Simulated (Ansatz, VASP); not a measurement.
**B in VASP and in Ansatz**

File INCAR:

```
PREC = Accurate
ENCUT = 520
EDIFF = 1E-7
ISMEAR = 0
SIGMA = 0.15
LREAL = False
LASPH = True
NELM = 60
ALGO = Normal
ISIF = 2
LWAVE = False
LCHARG = False
GGA = PE
IVDW = 12
NBANDS = 8
```

File KPOINTS:

```
Automatic mesh
0
Gamma
  33 33 14
```

Contents of POSCAR:

```
B
1.0
    1.7024335758      0.0000000000      0.0000000000
   -0.8512167879      1.4743507249      0.0000000000
    0.0000000000      0.0000000000      3.6354228500
B
1
Direct
    0.0000000000      0.0000000000      0.0000000000
```

Input for Ansatz:

```yaml
crystal:
  lattice:
    - [1.7024335758, 0.0, 0.0]
    - [-0.8512167879, 1.4743507249, 0.0]
    - [0.0, 0.0, 3.63542285]
  atoms:
    - { symbol: B, position: [0.0, 0.0, 0.0] }
basis:
  ecutwfc: 420
kpoints:
  mp_grid: { grid: [33, 33, 14] }
hamiltonian:
  xc: pbe
  dispersion: d3bj
scf:
  occupations: { method: gaussian, width: 0.15 }
output:
  forces: true
  stress: true
  eigenvalues: true
```

This isn't the form of B at room conditions, which is rhombohedral.

Alike in both runs: task single point; functional PBE; dispersion D3(BJ); k mesh 33 × 33 × 14; occupations gaussian, width 0.15 eV; no spin polarisation.

|  | VASP | Ansatz |
| --- | --- | --- |
| version | VASP 6.6.1 | Ansatz 0.2.0 |
| potentials or method | VASP PAW PBE potentials, release 64 (B) | scalar-relativistic, plane waves, PAW |
| plane-wave cutoff (eV) | 520 | 420 |
| valence electrons in the cell | 3 | 3 |

```tsv
	VASP	Ansatz	Ansatz less VASP
gap on the k mesh at the Fermi level (eV)	none	none	-
pressure (GPa)	0.2	0.3	+0.06
largest component of the traceless stress (GPa)	2.23	2.19	-0.032
```

A gap of «none» marks a metal or a gap that the smearing closes. The functional is the same, so the differences come from potentials, cutoffs and numerics.

Caveats: pairwise dispersion overbinds metals, which lowers pressure and volume.
